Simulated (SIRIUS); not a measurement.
# Ti (P6_3/mmc) in SIRIUS: further runs, part 2 of 2

SIRIUS 7.12.0. The steps go on from the part before.

## Step 5: Equation of state, AM05, 17.64 Å³/atom

sirius.json

```json
{
  "control": {
    "processing_unit": "cpu",
    "std_evp_solver_name": "lapack",
    "gen_evp_solver_name": "lapack",
    "verbosity": 2,
    "print_forces": false,
    "ortho_rf": true,
    "use_second_variation": true,
    "rmt_max": 3.0,
    "num_bands_to_print": 23,
    "save_wf": true
  },
  "parameters": {
    "electronic_structure_method": "full_potential_lapwlo",
    "xc_functionals": ["XC_GGA_X_AM05", "XC_GGA_C_AM05"],
    "core_relativity": "dirac",
    "valence_relativity": "iora",
    "num_fv_states": 23,
    "smearing": "fermi_dirac",
    "smearing_width": 0.0018374661,
    "pw_cutoff": 20,
    "gk_cutoff": 3.67,
    "lmax_apw": 10,
    "lmax_rho": 8,
    "lmax_pot": 8,
    "num_mag_dims": 0,
    "auto_rmt": 0,
    "ngridk": [10, 10, 6],
    "shiftk": [0, 0, 0],
    "num_dft_iter": 80,
    "energy_tol": 1e-07,
    "density_tol": 1e-05,
    "use_symmetry": true
  },
  "settings": {"tol_ne": 1e-10},
  "iterative_solver": {"type": "exact"},
  "mixer": {"type": "anderson", "beta": 0.5, "max_history": 8},
  "unit_cell": {
    "lattice_vectors": [[5.5746920676, 0.0, 0.0], [-2.7873460338, 4.8278249489, 0.0], [0.0, 0.0, 8.8439182632]],
    "atom_types": ["Ti"],
    "atom_files": {"Ti": "Ti.json"},
    "atoms": {"Ti": [[0.6666666667, 0.3333333333, 0.75], [0.3333333333, 0.6666666667, 0.25]]}
  }
}
```

Ti.json

```json
{
  "name": "titanium",
  "symbol": "Ti",
  "number": 22,
  "mass": 47.867,
  "rmin": 1e-06,
  "rmt": 2.4,
  "nrmt": 800,
  "rinf": 17.51,
  "core": "1s2s2p",
  "valence": [
    {"basis": [{"enu": 0.09, "dme": 0, "n": 0, "auto": 0}, {"enu": 0.09, "dme": 1, "n": 0, "auto": 0}]},
    {"l": 0, "n": 1, "basis": [{"enu": 0.19, "dme": 0, "n": 0, "auto": 0}]},
    {"l": 1, "n": 2, "basis": [{"enu": 0.19, "dme": 0, "n": 0, "auto": 0}]},
    {"l": 2, "n": 3, "basis": [{"enu": 0.19, "dme": 0, "n": 0, "auto": 0}]},
    {"l": 3, "n": 4, "basis": [{"enu": 0.19, "dme": 0, "n": 0, "auto": 0}]}
  ],
  "lo": [
    {"l": 0, "basis": [{"enu": 0.19, "dme": 0, "n": 0, "auto": 0}, {"enu": 0.19, "dme": 1, "n": 0, "auto": 0}]},
    {
      "l": 0,
      "basis": [{"enu": -1.9303, "dme": 0, "n": 3, "auto": 1}, {"enu": -1.9303, "dme": 1, "n": 3, "auto": 1}]
    },
    {
      "l": 0,
      "basis": [{"enu": -1.9303, "dme": 1, "n": 3, "auto": 1}, {"enu": 0.19, "dme": 0, "n": 0, "auto": 0}]
    },
    {"l": 0, "basis": [{"enu": 0.19, "dme": 0, "n": 0, "auto": 0}, {"enu": 2.9678, "dme": 0, "n": 0, "auto": 0}]},
    {"l": 1, "basis": [{"enu": 0.19, "dme": 0, "n": 0, "auto": 0}, {"enu": 0.19, "dme": 1, "n": 0, "auto": 0}]},
    {
      "l": 1,
      "basis": [{"enu": -1.0703, "dme": 0, "n": 3, "auto": 1}, {"enu": -1.0703, "dme": 1, "n": 3, "auto": 1}]
    },
    {
      "l": 1,
      "basis": [{"enu": -1.0703, "dme": 1, "n": 3, "auto": 1}, {"enu": 0.19, "dme": 0, "n": 0, "auto": 0}]
    },
    {"l": 1, "basis": [{"enu": 0.19, "dme": 0, "n": 0, "auto": 0}, {"enu": 3.3844, "dme": 0, "n": 0, "auto": 0}]},
    {"l": 2, "basis": [{"enu": 0.19, "dme": 0, "n": 0, "auto": 0}, {"enu": 0.19, "dme": 1, "n": 0, "auto": 0}]},
    {"l": 2, "basis": [{"enu": 0.19, "dme": 1, "n": 0, "auto": 0}, {"enu": 0.19, "dme": 2, "n": 0, "auto": 0}]},
    {"l": 2, "basis": [{"enu": 0.19, "dme": 0, "n": 0, "auto": 0}, {"enu": 2.8983, "dme": 0, "n": 0, "auto": 0}]},
    {"l": 3, "basis": [{"enu": 0.19, "dme": 0, "n": 0, "auto": 0}, {"enu": 0.19, "dme": 1, "n": 0, "auto": 0}]},
    {"l": 3, "basis": [{"enu": 0.19, "dme": 0, "n": 0, "auto": 0}, {"enu": 3.2108, "dme": 0, "n": 0, "auto": 0}]}
  ],
  "free_atom": [... radial grid and density of the free atom, the start of the SCF ...]
}
```

sirius_start.json

```json
{
  "control": {
    "processing_unit": "cpu",
    "std_evp_solver_name": "lapack",
    "gen_evp_solver_name": "lapack",
    "verbosity": 1,
    "print_forces": false,
    "ortho_rf": true,
    "use_second_variation": true,
    "rmt_max": 3.0,
    "num_bands_to_print": 23,
    "save_wf": false
  },
  "parameters": {
    "electronic_structure_method": "full_potential_lapwlo",
    "xc_functionals": ["XC_LDA_X", "XC_LDA_C_PW"],
    "core_relativity": "dirac",
    "valence_relativity": "iora",
    "num_fv_states": 23,
    "smearing": "fermi_dirac",
    "smearing_width": 0.0055123983,
    "pw_cutoff": 20,
    "gk_cutoff": 2.93,
    "lmax_apw": 10,
    "lmax_rho": 8,
    "lmax_pot": 8,
    "num_mag_dims": 0,
    "auto_rmt": 0,
    "ngridk": [4, 4, 2],
    "shiftk": [0, 0, 0],
    "num_dft_iter": 30,
    "energy_tol": 0.01,
    "density_tol": 0.05,
    "use_symmetry": true
  },
  "settings": {"tol_ne": 1e-10},
  "iterative_solver": {"type": "exact"},
  "mixer": {"type": "anderson", "beta": 0.5, "max_history": 8},
  "unit_cell": {
    "lattice_vectors": [[5.5746920676, 0.0, 0.0], [-2.7873460338, 4.8278249489, 0.0], [0.0, 0.0, 8.8439182632]],
    "atom_types": ["Ti"],
    "atom_files": {"Ti": "Ti.json"},
    "atoms": {"Ti": [[0.6666666667, 0.3333333333, 0.75], [0.3333333333, 0.6666666667, 0.25]]}
  }
}
```

The run is started by

```sh
$ OMP_NUM_THREADS=1 sirius.scf --input=sirius_start.json --output=start.json
$ OMP_NUM_THREADS=1 sirius.scf --input=sirius.json --output=output.json --task=1
```

Run time: 37 s. Hardware: 1 thread of Arm Neoverse V2, shared host; peak memory 0.44 GiB.

Results (log left out):

```
Free energy                                       : -46375.7267 eV
Band gap on the k mesh                            : none (metal or under the smearing width)
All electrons inside the program's atomic spheres : Ti 20.33 (radii Ti 2.4 bohr)
```

## Step 6: Equation of state, AM05, 17.99 Å³/atom (volume scaled by 1.02)

Changes to sirius.json since step 5:

```diff
@@ -39,3 +39,3 @@
   "unit_cell": {
-    "lattice_vectors": [[5.5746920676, 0.0, 0.0], [-2.7873460338, 4.8278249489, 0.0], [0.0, 0.0, 8.8439182632]],
+    "lattice_vectors": [[5.6116116341, 0.0, 0.0], [-2.805805817, 4.8597982313, 0.0], [0.0, 0.0, 8.9024889652]],
     "atom_types": ["Ti"],
```

Ti.json

```json
{
  "name": "titanium",
  "symbol": "Ti",
  "number": 22,
  "mass": 47.867,
  "rmin": 1e-06,
  "rmt": 2.4,
  "nrmt": 800,
  "rinf": 17.51,
  "core": "1s2s2p",
  "valence": [
    {"basis": [{"enu": 0.08, "dme": 0, "n": 0, "auto": 0}, {"enu": 0.08, "dme": 1, "n": 0, "auto": 0}]},
    {"l": 0, "n": 1, "basis": [{"enu": 0.18, "dme": 0, "n": 0, "auto": 0}]},
    {"l": 1, "n": 2, "basis": [{"enu": 0.18, "dme": 0, "n": 0, "auto": 0}]},
    {"l": 2, "n": 3, "basis": [{"enu": 0.18, "dme": 0, "n": 0, "auto": 0}]},
    {"l": 3, "n": 4, "basis": [{"enu": 0.18, "dme": 0, "n": 0, "auto": 0}]}
  ],
  "lo": [
    {"l": 0, "basis": [{"enu": 0.18, "dme": 0, "n": 0, "auto": 0}, {"enu": 0.18, "dme": 1, "n": 0, "auto": 0}]},
    {
      "l": 0,
      "basis": [{"enu": -1.9403, "dme": 0, "n": 3, "auto": 1}, {"enu": -1.9403, "dme": 1, "n": 3, "auto": 1}]
    },
    {
      "l": 0,
      "basis": [{"enu": -1.9403, "dme": 1, "n": 3, "auto": 1}, {"enu": 0.18, "dme": 0, "n": 0, "auto": 0}]
    },
    {"l": 0, "basis": [{"enu": 0.18, "dme": 0, "n": 0, "auto": 0}, {"enu": 2.9578, "dme": 0, "n": 0, "auto": 0}]},
    {"l": 1, "basis": [{"enu": 0.18, "dme": 0, "n": 0, "auto": 0}, {"enu": 0.18, "dme": 1, "n": 0, "auto": 0}]},
    {
      "l": 1,
      "basis": [{"enu": -1.0803, "dme": 0, "n": 3, "auto": 1}, {"enu": -1.0803, "dme": 1, "n": 3, "auto": 1}]
    },
    {
      "l": 1,
      "basis": [{"enu": -1.0803, "dme": 1, "n": 3, "auto": 1}, {"enu": 0.18, "dme": 0, "n": 0, "auto": 0}]
    },
    {"l": 1, "basis": [{"enu": 0.18, "dme": 0, "n": 0, "auto": 0}, {"enu": 3.3744, "dme": 0, "n": 0, "auto": 0}]},
    {"l": 2, "basis": [{"enu": 0.18, "dme": 0, "n": 0, "auto": 0}, {"enu": 0.18, "dme": 1, "n": 0, "auto": 0}]},
    {"l": 2, "basis": [{"enu": 0.18, "dme": 1, "n": 0, "auto": 0}, {"enu": 0.18, "dme": 2, "n": 0, "auto": 0}]},
    {"l": 2, "basis": [{"enu": 0.18, "dme": 0, "n": 0, "auto": 0}, {"enu": 2.8883, "dme": 0, "n": 0, "auto": 0}]},
    {"l": 3, "basis": [{"enu": 0.18, "dme": 0, "n": 0, "auto": 0}, {"enu": 0.18, "dme": 1, "n": 0, "auto": 0}]},
    {"l": 3, "basis": [{"enu": 0.18, "dme": 0, "n": 0, "auto": 0}, {"enu": 3.2008, "dme": 0, "n": 0, "auto": 0}]}
  ],
  "free_atom": [... radial grid and density of the free atom, the start of the SCF ...]
}
```

Changes to sirius_start.json since step 5:

```diff
@@ -39,3 +39,3 @@
   "unit_cell": {
-    "lattice_vectors": [[5.5746920676, 0.0, 0.0], [-2.7873460338, 4.8278249489, 0.0], [0.0, 0.0, 8.8439182632]],
+    "lattice_vectors": [[5.6116116341, 0.0, 0.0], [-2.805805817, 4.8597982313, 0.0], [0.0, 0.0, 8.9024889652]],
     "atom_types": ["Ti"],
```

Potentials or basis: all-electron FP-LAPW, apw+lo standard.

The run is started by

```sh
$ OMP_NUM_THREADS=1 sirius.scf --input=sirius_start.json --output=start.json
$ OMP_NUM_THREADS=1 sirius.scf --input=sirius.json --output=output.json --task=1
```

Wall time 37 s (1 thread of Arm Neoverse V2, shared host); peak memory 0.44 GiB.

Results (log left out):

```yaml
Free_energy: -46375.6986 eV
Band_gap_on_the_k_mesh: none (metal or under the smearing width)
All_electrons_inside_the_program's_atomic_spheres: Ti 20.31 (radii Ti 2.4 bohr)
```

## Step 7: Equation of state, AM05, 18.34 Å³/atom (volume scaled by 1.04)

Changes to sirius.json since step 6:

```diff
@@ -39,3 +39,3 @@
   "unit_cell": {
-    "lattice_vectors": [[5.6116116341, 0.0, 0.0], [-2.805805817, 4.8597982313, 0.0], [0.0, 0.0, 8.9024889652]],
+    "lattice_vectors": [[5.6480516918, 0.0, 0.0], [-2.8240258458, 4.891356247, 0.0], [0.0, 0.0, 8.9602989551]],
     "atom_types": ["Ti"],
```

Ti.json is that of step 6.

Changes to sirius_start.json since step 6:

```diff
@@ -39,3 +39,3 @@
   "unit_cell": {
-    "lattice_vectors": [[5.6116116341, 0.0, 0.0], [-2.805805817, 4.8597982313, 0.0], [0.0, 0.0, 8.9024889652]],
+    "lattice_vectors": [[5.6480516918, 0.0, 0.0], [-2.8240258458, 4.891356247, 0.0], [0.0, 0.0, 8.9602989551]],
     "atom_types": ["Ti"],
```

The run is started by

```sh
$ OMP_NUM_THREADS=1 sirius.scf --input=sirius_start.json --output=start.json
$ OMP_NUM_THREADS=1 sirius.scf --input=sirius.json --output=output.json --task=1
```

It took 38 s on 1 thread of Arm Neoverse V2, shared host; peak memory 0.44 GiB.

It converged, with:

```
Free energy                                       : -46375.6626 eV
Band gap on the k mesh                            : none (metal or under the smearing width)
All electrons inside the program's atomic spheres : Ti 20.29 (radii Ti 2.4 bohr)
```

## Step 8: Equation of state, AM05, 18.69 Å³/atom (volume scaled by 1.06)

Changes to sirius.json since step 7:

```diff
@@ -39,3 +39,3 @@
   "unit_cell": {
-    "lattice_vectors": [[5.6480516918, 0.0, 0.0], [-2.8240258458, 4.891356247, 0.0], [0.0, 0.0, 8.9602989551]],
+    "lattice_vectors": [[5.6840275131, 0.0, 0.0], [-2.8420137567, 4.9225122224, 0.0], [0.0, 0.0, 9.0173724616]],
     "atom_types": ["Ti"],
```

Ti.json

```json
{
  "name": "titanium",
  "symbol": "Ti",
  "number": 22,
  "mass": 47.867,
  "rmin": 1e-06,
  "rmt": 2.4,
  "nrmt": 800,
  "rinf": 17.51,
  "core": "1s2s2p",
  "valence": [
    {"basis": [{"enu": 0.07, "dme": 0, "n": 0, "auto": 0}, {"enu": 0.07, "dme": 1, "n": 0, "auto": 0}]},
    {"l": 0, "n": 1, "basis": [{"enu": 0.17, "dme": 0, "n": 0, "auto": 0}]},
    {"l": 1, "n": 2, "basis": [{"enu": 0.17, "dme": 0, "n": 0, "auto": 0}]},
    {"l": 2, "n": 3, "basis": [{"enu": 0.17, "dme": 0, "n": 0, "auto": 0}]},
    {"l": 3, "n": 4, "basis": [{"enu": 0.17, "dme": 0, "n": 0, "auto": 0}]}
  ],
  "lo": [
    {"l": 0, "basis": [{"enu": 0.17, "dme": 0, "n": 0, "auto": 0}, {"enu": 0.17, "dme": 1, "n": 0, "auto": 0}]},
    {
      "l": 0,
      "basis": [{"enu": -1.9503, "dme": 0, "n": 3, "auto": 1}, {"enu": -1.9503, "dme": 1, "n": 3, "auto": 1}]
    },
    {
      "l": 0,
      "basis": [{"enu": -1.9503, "dme": 1, "n": 3, "auto": 1}, {"enu": 0.17, "dme": 0, "n": 0, "auto": 0}]
    },
    {"l": 0, "basis": [{"enu": 0.17, "dme": 0, "n": 0, "auto": 0}, {"enu": 2.9478, "dme": 0, "n": 0, "auto": 0}]},
    {"l": 1, "basis": [{"enu": 0.17, "dme": 0, "n": 0, "auto": 0}, {"enu": 0.17, "dme": 1, "n": 0, "auto": 0}]},
    {
      "l": 1,
      "basis": [{"enu": -1.0903, "dme": 0, "n": 3, "auto": 1}, {"enu": -1.0903, "dme": 1, "n": 3, "auto": 1}]
    },
    {
      "l": 1,
      "basis": [{"enu": -1.0903, "dme": 1, "n": 3, "auto": 1}, {"enu": 0.17, "dme": 0, "n": 0, "auto": 0}]
    },
    {"l": 1, "basis": [{"enu": 0.17, "dme": 0, "n": 0, "auto": 0}, {"enu": 3.3644, "dme": 0, "n": 0, "auto": 0}]},
    {"l": 2, "basis": [{"enu": 0.17, "dme": 0, "n": 0, "auto": 0}, {"enu": 0.17, "dme": 1, "n": 0, "auto": 0}]},
    {"l": 2, "basis": [{"enu": 0.17, "dme": 1, "n": 0, "auto": 0}, {"enu": 0.17, "dme": 2, "n": 0, "auto": 0}]},
    {"l": 2, "basis": [{"enu": 0.17, "dme": 0, "n": 0, "auto": 0}, {"enu": 2.8783, "dme": 0, "n": 0, "auto": 0}]},
    {"l": 3, "basis": [{"enu": 0.17, "dme": 0, "n": 0, "auto": 0}, {"enu": 0.17, "dme": 1, "n": 0, "auto": 0}]},
    {"l": 3, "basis": [{"enu": 0.17, "dme": 0, "n": 0, "auto": 0}, {"enu": 3.1908, "dme": 0, "n": 0, "auto": 0}]}
  ],
  "free_atom": [... radial grid and density of the free atom, the start of the SCF ...]
}
```

Changes to sirius_start.json since step 7:

```diff
@@ -39,3 +39,3 @@
   "unit_cell": {
-    "lattice_vectors": [[5.6480516918, 0.0, 0.0], [-2.8240258458, 4.891356247, 0.0], [0.0, 0.0, 8.9602989551]],
+    "lattice_vectors": [[5.6840275131, 0.0, 0.0], [-2.8420137567, 4.9225122224, 0.0], [0.0, 0.0, 9.0173724616]],
     "atom_types": ["Ti"],
```

The run is started by

```sh
$ OMP_NUM_THREADS=1 sirius.scf --input=sirius_start.json --output=start.json
$ OMP_NUM_THREADS=1 sirius.scf --input=sirius.json --output=output.json --task=1
```

Wall time 39 s (1 thread of Arm Neoverse V2, shared host); peak memory 0.45 GiB.

It converged, with:

- Free energy: -46375.6196 eV
- Band gap on the k mesh: none (metal or under the smearing width)
- All electrons inside the program's atomic spheres: Ti 20.27 (radii Ti 2.4 bohr)

## Step 9: Equation of state, AM05

Potentials or basis: all-electron FP-LAPW, apw+lo standard.

No new run: the results of the series are fitted here.

What came out:

```
Equilibrium volume                        : 16.76 Å³/atom
Bulk modulus at fixed shape and positions : 119 GPa
Pressure derivative of the bulk modulus   : 3.9
```

Energy against volume, from the lowest point:
```csv
volume (Å³/atom),energy (meV/atom)
16.577,0.17
16.930,0.00
17.283,5.02
17.636,14.88
17.988,28.94
18.341,46.97
18.694,68.43
```

Caveat: the cell was scaled at fixed shape and fractional positions, which overstates the stiffness of a crystal with free parameters, most of all of layers and chains.
